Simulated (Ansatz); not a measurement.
**W: enthalpy against pressure**

W, Im-3m, a = 3.154 Å. Ansatz: PBEsol, PAW, 420 eV, Γ-centred 18×18×18 mesh on 1 atom, Gaussian smearing 0.10 eV; no spin polarisation. Cell and atoms are relaxed at each pressure, and no other structure is tried, so the rows at high pressure may lie past a change of phase. y is the enthalpy over the state at zero pressure; there V0 = 15.692 Å³/atom. The pressures are the targets, met within 0.01 GPa.

| P (GPa) | y (eV/atom) |
| --- | --- |
| -3.0 | -0.2952 |
| 0.0 | 0.0000 |
| 3.0 | 0.2925 |
| 8.0 | 0.7744 |
| 15.0 | 1.4379 |
| 30.0 | ? |
| 60.0 | 5.4426 |

Task: Fit y = c1 P + c2 P² + c3 P³ to the other rows, say what c1 and c2 mean, and predict the missing value.

Result: Least squares on the rows shown. y = 0.097940 P − 0.00014487 P² + 4.0610×10⁻⁷ P³. Since dH/dP = V, c1 is V0: 0.097940 eV/GPa × 160.2 = 15.690 Å³ against 15.692; c2 = −V0/(2B0) gives B0 = 338 GPa, where a Birch–Murnaghan fit to the volumes of the same runs (not shown) gives 326 GPa. At P = 30.0 the fit asked for gives 2.8188 eV/atom. The run gave 2.8207 eV/atom, so the fit is 0.0019 eV/atom too low, 0.033 % of the span of the series, against an rms of 0.00004 eV/atom on the fitted rows. With a term in P⁴ added, a fit to the same known rows predicts 2.8203 eV/atom, so most of the miss is curvature that the known rows already hold.

The mesh isn't the same in all rows (18×18×18, 20×20×20). Spin–orbit coupling is left out, which can shift energies with elements as heavy as these.